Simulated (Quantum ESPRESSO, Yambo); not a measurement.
# LiTaO3 (R3c): changed settings of a GW run in Yambo

Aim: change inputs of a GW run on LiTaO3 (R3c) and see what moves.

Method: LDA and many-body steps on it, plane waves, in Yambo 5.3.0.

Most raw output is cut from this account.

## Step 1: The structure

It takes space group R3c (No. 161, trigonal). The conventional cell has a = 5.154 Å, b = 5.154 Å, c = 13.783 Å, α = 90.00°, β = 90.00°, γ = 120.00°. Nearest to Li lie 6 O at 2.04 to 2.31 Å. Ta has 6 O at 1.91 to 2.07 Å nearest. Nearest to O lie 2 Ta at 1.91 to 2.07 Å and 2 Li at 2.04 to 2.31 Å. Farther neighbours and most contacts between anions are not listed.

Coordinates:

```cif
data_structure
_symmetry_space_group_name_H-M 'P 1'
_symmetry_Int_Tables_number 1
_cell_length_a 5.4738
_cell_length_b 5.4738
_cell_length_c 5.4738
_cell_angle_alpha 56.171
_cell_angle_beta 56.171
_cell_angle_gamma 56.171
_cell_volume 105.69
loop_
_atom_site_label
_atom_site_type_symbol
_atom_site_fract_x
_atom_site_fract_y
_atom_site_fract_z
_atom_site_occupancy
Li1 Li 0.28080 0.28080 0.28080 1
Li2 Li 0.78080 0.78080 0.78080 1
Ta3 Ta 0.00090 0.00090 0.00090 1
Ta4 Ta 0.50090 0.50090 0.50090 1
O5 O 0.11927 0.36370 0.72643 1
O6 O 0.72643 0.11927 0.36370 1
O7 O 0.36370 0.72643 0.11927 1
O8 O 0.22643 0.86370 0.61927 1
O9 O 0.86370 0.61927 0.22643 1
O10 O 0.61927 0.22643 0.86370 1
```

The cell and positions come from the Crystallography Open Database and are kept as given unless a step says otherwise. Spin-orbit coupling is left out unless a step names it.

## Step 2: Base

This step: Yambo 5.3.0; G0W0 on LDA, plane waves, norm-conserving pseudopotentials.

G0W0 replaces the xc potential by the self-energy, built once from these orbitals. Only a window of levels is corrected, while the sums run over the empty bands that the input names.

File gw1.in:

```
HF_and_locXC
gw0
dyson
ppa
em1d
rim_cut
RandQpts= 1000000
RandGvec= 1 RL
EXXRLvcs= 72 Ry
VXCRLvcs= 288 Ry
Chimod= "HARTREE"
% BndsRnXp
 1 | 125 |
%
NGsBlkXp= 7.5 Ry
% LongDrXp
 1 | 1 | 1 |
%
% GbndRnge
 1 | 125 |
%
DysSolver= "n"
ExtendOut
PPAPntXp= 27.21138 eV
% QPkrange
 1 | 1 | 33 | 36 |
%
```

Started as:

```sh
OMP_NUM_THREADS=2 mpirun -n 2 yambo -F gw1.in -J gw1 -C gw1 > gw1.log
```

Run time: 7.5 min. Hardware: 2 MPI ranks of Arm Neoverse V2, shared host; peak memory 2.2 GiB.

This step gave:

* G0W0 gap on the points computed: 5.881 eV
* starting gap on the mesh: 3.817 eV
* k of the valence top: 0, 0, 0
* k of the conduction bottom: 0, 0, 0
* least direct G0W0 gap on the computed points: 5.881 eV
* Z at the valence top: 0.7804
* Z at the conduction bottom: 0.8286

The gap on the mesh goes from 3.82 eV to 5.88 eV, a correction of +2.06 eV.

## Step 3: Damping of G

gw2.in, as its differences from gw1.in of step 2:

```diff
@@ -27 +27,2 @@
 %
+GDamping= 0.5 eV
```

Started as:

```sh
OMP_NUM_THREADS=2 mpirun -n 2 yambo -F gw2.in -J gw2,gw1_W -C gw2 > gw2.log
```

Run time: 31 s. Hardware: 2 MPI ranks; peak memory 2.2 GiB; 2 min of CPU time.

Numbers from this step:

| Item | Value |
| --- | --- |
| G0W0 gap on the points computed | 5.883 eV |
| starting gap on the mesh | 3.817 eV |
| k of the valence top | 0, 0, 0 |
| k of the conduction bottom | 0, 0, 0 |
| least direct G0W0 gap on the computed points | 5.883 eV |
| Z at the valence top | 0.7805 |
| Z at the conduction bottom | 0.8287 |

Against G0W0 in Yambo (4×4×4 mesh, 125 bands, screening to 102 eV, Godby-Needs plasmon pole), the gap moves by +0.002 eV.

## Step 4: Exchange cutoff

File gw4.in:

```
HF_and_locXC
gw0
dyson
ppa
em1d
rim_cut
RandQpts= 1000000
RandGvec= 1 RL
EXXRLvcs= 18 Ry
VXCRLvcs= 288 Ry
Chimod= "HARTREE"
% BndsRnXp
 1 | 125 |
%
NGsBlkXp= 7.5 Ry
% LongDrXp
 1 | 1 | 1 |
%
% GbndRnge
 1 | 125 |
%
DysSolver= "n"
ExtendOut
PPAPntXp= 27.21138 eV
% QPkrange
 1 | 1 | 33 | 36 |
%
```

Started as:

```sh
OMP_NUM_THREADS=2 mpirun -n 2 yambo -F gw4.in -J gw4,gw1_W -C gw4 > gw4.log
```

Wall time 31 s (2 MPI ranks); peak memory 2.2 GiB; 1.9 min of CPU time.

This step gave:

```yaml
g0w0_gap_on_the_points_computed: 5.609 eV
starting_gap_on_the_mesh: 3.817 eV
k_of_the_valence_top: 0, 0, 0
k_of_the_conduction_bottom: 0, 0, 0
least_direct_g0w0_gap_on_the_computed_points: 5.609 eV
z_at_the_valence_top: 0.7804
z_at_the_conduction_bottom: 0.8286
```

## Step 5: No random integration

File gw5.in:

```
HF_and_locXC
gw0
dyson
ppa
em1d
rim_cut
RandQpts= 0
RandGvec= 1 RL
EXXRLvcs= 72 Ry
VXCRLvcs= 288 Ry
Chimod= "HARTREE"
% BndsRnXp
 1 | 125 |
%
NGsBlkXp= 7.5 Ry
% LongDrXp
 1 | 1 | 1 |
%
% GbndRnge
 1 | 125 |
%
DysSolver= "n"
ExtendOut
PPAPntXp= 27.21138 eV
% QPkrange
 1 | 1 | 33 | 36 |
%
```

Started as:

```sh
OMP_NUM_THREADS=2 mpirun -n 2 yambo -F gw5.in -J gw5,gw1_W -C gw5 > gw5.log
```

It took 31 s on 2 MPI ranks; peak memory 2.2 GiB.

Numbers from this step:

```
G0W0 gap on the points computed              : 5.850 eV
starting gap on the mesh                     : 3.817 eV
k of the valence top                         : 0, 0, 0
k of the conduction bottom                   : 0, 0, 0
least direct G0W0 gap on the computed points : 5.850 eV
Z at the valence top                         : 0.7831
Z at the conduction bottom                   : 0.8316
```

## Step 6: Pole fitted at another frequency

File gw6.in:

```
HF_and_locXC
gw0
dyson
ppa
em1d
rim_cut
RandQpts= 1000000
RandGvec= 1 RL
EXXRLvcs= 72 Ry
VXCRLvcs= 288 Ry
Chimod= "HARTREE"
% BndsRnXp
 1 | 125 |
%
NGsBlkXp= 7.5 Ry
% LongDrXp
 1 | 1 | 1 |
%
% GbndRnge
 1 | 125 |
%
DysSolver= "n"
ExtendOut
PPAPntXp= 50 eV
% QPkrange
 1 | 1 | 33 | 36 |
%
```

Started as:

```sh
OMP_NUM_THREADS=2 mpirun -n 2 yambo -F gw6.in -J gw6 -C gw6 > gw6.log
```

Run time: 7.9 min. Hardware: 2 MPI ranks; peak memory 2.2 GiB; 30 min of CPU time.

Numbers from this step:

```yaml
g0w0_gap_on_the_points_computed: 5.914 eV
starting_gap_on_the_mesh: 3.817 eV
k_of_the_valence_top: 0, 0, 0
k_of_the_conduction_bottom: 0, 0, 0
least_direct_g0w0_gap_on_the_computed_points: 5.914 eV
```

Against G0W0 in Yambo (4×4×4 mesh, 125 bands, screening to 102 eV, Godby-Needs plasmon pole), the gap moves by +0.032 eV.

## Step 7: Field direction

File gw7.in:

```
HF_and_locXC
gw0
dyson
ppa
em1d
rim_cut
RandQpts= 1000000
RandGvec= 1 RL
EXXRLvcs= 72 Ry
VXCRLvcs= 288 Ry
Chimod= "HARTREE"
% BndsRnXp
 1 | 125 |
%
NGsBlkXp= 7.5 Ry
% LongDrXp
 0 | 0 | 1 |
%
% GbndRnge
 1 | 125 |
%
DysSolver= "n"
ExtendOut
PPAPntXp= 27.21138 eV
% QPkrange
 1 | 1 | 33 | 36 |
%
```

Started as:

```sh
OMP_NUM_THREADS=2 mpirun -n 2 yambo -F gw7.in -J gw7 -C gw7 > gw7.log
```

Wall time 7.5 min (2 MPI ranks); peak memory 2.2 GiB.

This step gave:

```
G0W0 gap on the points computed              : 5.877 eV
starting gap on the mesh                     : 3.817 eV
k of the valence top                         : 0, 0, 0
k of the conduction bottom                   : 0, 0, 0
least direct G0W0 gap on the computed points : 5.877 eV
```

Against G0W0 in Yambo (4×4×4 mesh, 125 bands, screening to 102 eV, Godby-Needs plasmon pole), the gap moves by −0.004 eV.

## Step 8: More bands than the database holds

File gw8.in:

```
HF_and_locXC
gw0
dyson
ppa
em1d
rim_cut
RandQpts= 1000000
RandGvec= 1 RL
EXXRLvcs= 72 Ry
VXCRLvcs= 288 Ry
Chimod= "HARTREE"
% BndsRnXp
 1 | 375 |
%
NGsBlkXp= 7.5 Ry
% LongDrXp
 1 | 1 | 1 |
%
% GbndRnge
 1 | 375 |
%
DysSolver= "n"
ExtendOut
PPAPntXp= 27.21138 eV
% QPkrange
 1 | 1 | 33 | 36 |
%
```

Started as:

```sh
OMP_NUM_THREADS=2 mpirun -n 2 yambo -F gw8.in -J gw8 -C gw8 > gw8.log
```

The job ended after 3.5 s (2 MPI ranks; peak memory 0.51 GiB).

The run stopped with an error after 3.5 s.

The program's words: [ERROR] STOP signal received while in[05.01] Setup: observables and procedures [ERROR] Error in parallel wf distribution (Dipole ic)

The fault put into this input: more bands than the database holds.

## Step 9: One G vector of screening

File gw9.in:

```
HF_and_locXC
gw0
dyson
ppa
em1d
rim_cut
RandQpts= 1000000
RandGvec= 1 RL
EXXRLvcs= 72 Ry
VXCRLvcs= 288 Ry
Chimod= "HARTREE"
% BndsRnXp
 1 | 125 |
%
NGsBlkXp= 1 RL
% LongDrXp
 1 | 1 | 1 |
%
% GbndRnge
 1 | 125 |
%
DysSolver= "n"
ExtendOut
PPAPntXp= 27.21138 eV
% QPkrange
 1 | 1 | 33 | 36 |
%
```

Started as:

```sh
OMP_NUM_THREADS=2 mpirun -n 2 yambo -F gw9.in -J gw9 -C gw9 > gw9.log
```

Elapsed: 4.6 min, on 2 MPI ranks; peak memory 2.2 GiB; 17 min of CPU time.

The run ended normally, though the input holds a fault or crude settings.

The fault put into this input: one G vector of screening. It printed a gap of 9.71 eV, an artefact of the input.

## Step 10: Side by side

Times are wall times on 2 MPI ranks of Arm Neoverse V2, shared host, good to a factor of about two.

```csv
run,mesh,bands,screening cutoff (eV),DFT gap (eV),gap on the mesh (eV),direct (eV),time
base,4×4×4,125,102,3.817,5.881,5.881,7.5 min
damping of G,4×4×4,125,102,3.817,5.883,5.883,31 s
exchange cutoff,4×4×4,125,102,3.817,5.609,5.609,31 s
no random integration,4×4×4,125,102,3.817,5.850,5.850,31 s
pole fitted at another frequency,4×4×4,125,102,3.817,5.914,5.914,7.9 min
field direction,4×4×4,125,102,3.817,5.877,5.877,7.5 min
```

## Step 11: Results

* base: 5.881 eV
* damping of G: 5.883 eV
* exchange cutoff: 5.609 eV
* no random integration: 5.850 eV
* pole fitted at another frequency: 5.914 eV
* field direction: 5.877 eV
* known limits: not at the basis limit; no spin-orbit coupling

In words: Damping of G: +0.002 eV against base (keys changed: GDamping). Exchange cutoff: −0.273 eV against base (keys changed: EXXRLvcs). No random integration: −0.031 eV against base (keys changed: RandQpts). Pole fitted at another frequency: +0.032 eV against base (keys changed: PPAPntXp). Field direction: −0.004 eV against base (keys changed: LongDrXp). Bands and cutoff are finite, so the gap is not at the basis limit. The miss can reach some tenths of an eV and take either sign; the mesh is an error of its own. In the G0W0 runs levels were corrected at 1 k point alone, so a gap called «on the mesh» is the least over those, and an edge elsewhere would be missed. The many-body steps are scalar-relativistic: spin-orbit coupling is not in them.

[Paths, hosts, dates, memory and timing lines, banners, echoed tables and standing remarks are left out of the program output.]

[Logs are printed without paths, hosts, clocks, repeated set-up lines and the standing remarks that a program may print on its own settings, such as how far it seeks lower states.]

[Runs of the session that timed out or met a known fault of the program may be left out.]

[Hosts, paths, dates, database ids (printed as entryN), source tags and the programs' standing remarks are cut or masked in the printed files.]
